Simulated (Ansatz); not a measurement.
# RbCl: the cost of one run

Program: Ansatz 0.2.0. Level of theory: DFT PBE, scalar-relativistic. These are calculated values, not measurements.

### 1 The system as given

It takes space group Fm-3m (No. 225, cubic). Conventional cell: a = 6.548 Å, b = 6.548 Å, c = 6.548 Å, α = 90.00°, β = 90.00°, γ = 90.00°. Rb (site symmetry m-3m) is surrounded by 6 Cl at 3.27 Å. Around Cl (site symmetry m-3m) lie 6 Rb at 3.27 Å.

Coordinates:

```cif
data_structure
_symmetry_space_group_name_H-M 'Fm-3m'
_symmetry_Int_Tables_number 225
_cell_length_a 6.5480
_cell_length_b 6.5480
_cell_length_c 6.5480
_cell_angle_alpha 90.000
_cell_angle_beta 90.000
_cell_angle_gamma 90.000
_cell_volume 280.75
loop_
_atom_site_label
_atom_site_type_symbol
_atom_site_symmetry_multiplicity
_atom_site_Wyckoff_symbol
_atom_site_fract_x
_atom_site_fract_y
_atom_site_fract_z
_atom_site_occupancy
Rb1 Rb 4 a 0.00000 0.00000 0.00000 1
Cl1 Cl 4 b 0.50000 0.00000 0.00000 1
```

The file gives the conventional cell by its symmetry; the runs use the cell typed in the input.

The structure is an experimental refinement, used without relaxation.

Atoms are numbered in the order of the input: Rb1, Cl2.

### 2 Volume × 0.95, LAPW

Contents of input.yaml:

```yaml
crystal:
  lattice:
    - [0.0, 3.2184977523, 3.2184977523]
    - [3.2184977523, 0.0, 3.2184977523]
    - [3.2184977523, 3.2184977523, 0.0]
  atoms:
    - { symbol: Rb, position: [0.0, 0.0, 0.0] }
    - { symbol: Cl, position: [0.5, 0.5, 0.5] }
kpoints:
  mp_grid: { grid: [7, 7, 7] }
scf:
  occupations: { method: fermi_dirac, width: 0.02 }
hamiltonian:
  xc: pbe
  pseudopotentials: { kind: all_electron, lapw: { basis_error: 0.001 } }
output:
  forces: true
  stress: true
  eigenvalues: true
```

Launch:

```sh
ansatz run input.yaml --threads 1 --pin off --max-ram 2048MiB --backend cpu --events-out ev --progress --plain --runs-dir out
```

**Question.** How long does this run take on 1 thread of Intel Xeon Platinum 8259CL at 2.50GHz (Skylake/Cascade Lake), shared host, and how much memory does it need?

About 4.1 s, with a peak of 0.28 GiB.
